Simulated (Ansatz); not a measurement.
# Na15S8: the cost of one run

Method: DFT PBE, scalar-relativistic, plane waves, PAW, in Ansatz 0.2.0.

2 further runs of the same task are left out: 1 that didn't finish, 1 set aside as unsound or not needed.

## (1) The system as given

The structure is cubic, space group F-43m (No. 216). Conventional cell: a = 13.136 Å, b = 13.136 Å, c = 13.136 Å, α = 90.00°, β = 90.00°, γ = 90.00°. Around Na (site symmetry 2mm) lie 4 S at 2.84 Å. Na (site symmetry -43m) is surrounded by 4 S at 2.84 Å. S (site symmetry 3m) is surrounded by 7 Na at 2.84 Å. S (site symmetry 3m) has 8 Na at 2.84 Å as nearest neighbours.

As a file:

```
CELL_PARAMETERS angstrom
-6.56780 6.56780 0.00000
-6.56780 0.00000 6.56780
0.00000 6.56780 6.56780
ATOMIC_POSITIONS crystal
Na 0.37500 0.87500 0.37500
Na 0.87500 0.37500 0.37500
Na 0.87500 0.87500 0.87500
Na 0.37500 0.37500 0.37500
Na 0.37500 0.87500 0.87500
Na 0.87500 0.37500 0.87500
Na 0.37500 0.37500 0.87500
Na 0.62500 0.62500 0.12500
Na 0.12500 0.62500 0.12500
Na 0.62500 0.12500 0.12500
Na 0.62500 0.62500 0.62500
Na 0.12500 0.12500 0.12500
Na 0.12500 0.62500 0.62500
Na 0.62500 0.12500 0.62500
Na 0.12500 0.12500 0.62500
S 0.00000 0.00000 0.00000
S 0.50000 0.00000 0.00000
S 0.00000 0.50000 0.00000
S 0.00000 0.00000 0.50000
S 0.50000 0.50000 0.00000
S 0.50000 0.00000 0.50000
S 0.00000 0.50000 0.50000
S 0.50000 0.50000 0.50000
```

It is built from the cell relaxed beforehand with the same method (23.61 Å³/atom).

## (2) The vacancy and the jump

The supercell lacks one Na atom, at fractional position (0.875, 0.875, 0.375), and holds 23 atoms. Atom 9 (Na), 3.28 Å away, is to jump into the empty site. The cell is fixed.

## (3) Relaxing around the vacancy

Contents of input.yaml:

```yaml
crystal:
  lattice:
    - [-6.5678008208, 6.5678008208, 0.0]
    - [-6.5678008208, 0.0, 6.5678008208]
    - [0.0, 6.5678008208, 6.5678008208]
  atoms:
    - { symbol: Na, position: [0.375, 0.875, 0.375] }
    - { symbol: Na, position: [0.875, 0.375, 0.375] }
    - { symbol: Na, position: [0.875, 0.875, 0.875] }
    - { symbol: Na, position: [0.375, 0.375, 0.375] }
    - { symbol: Na, position: [0.375, 0.875, 0.875] }
    - { symbol: Na, position: [0.875, 0.375, 0.875] }
    - { symbol: Na, position: [0.375, 0.375, 0.875] }
    - { symbol: Na, position: [0.625, 0.625, 0.125] }
    - { symbol: Na, position: [0.125, 0.625, 0.125] }
    - { symbol: Na, position: [0.625, 0.125, 0.125] }
    - { symbol: Na, position: [0.625, 0.625, 0.625] }
    - { symbol: Na, position: [0.125, 0.125, 0.125] }
    - { symbol: Na, position: [0.125, 0.625, 0.625] }
    - { symbol: Na, position: [0.625, 0.125, 0.625] }
    - { symbol: Na, position: [0.125, 0.125, 0.625] }
    - { symbol: S, position: [0.0, 0.0, 0.0] }
    - { symbol: S, position: [0.5, 0.0, 0.0] }
    - { symbol: S, position: [0.0, 0.5, 0.0] }
    - { symbol: S, position: [0.0, 0.0, 0.5] }
    - { symbol: S, position: [0.5, 0.5, 0.0] }
    - { symbol: S, position: [0.5, 0.0, 0.5] }
    - { symbol: S, position: [0.0, 0.5, 0.5] }
    - { symbol: S, position: [0.5, 0.5, 0.5] }
basis:
  ecutwfc: 420
kpoints:
  mp_grid: { grid: [4, 4, 4] }
hamiltonian:
  xc: pbe
scf:
  occupations: { method: gaussian, width: 0.05 }
output:
  forces: true
  stress: true
  eigenvalues: true
  write_density: true
  write_potential: true
  elf: true
  volumetric_format: npy
relax:
  adjacent_minimum: "off"
  f_tol: 0.02
  max_steps: 50
```

On the command line:

```console
ansatz run input.yaml --threads 4 --pin off --max-ram 9216MiB --backend cpu --events-out ev --progress --plain --runs-dir out
```

**Question.** How long does this run take on 4 threads of Intel Xeon 6975P-C (Granite Rapids), shared host, and how much memory does it need?

About 31 s, with a peak of 1.7 GiB.
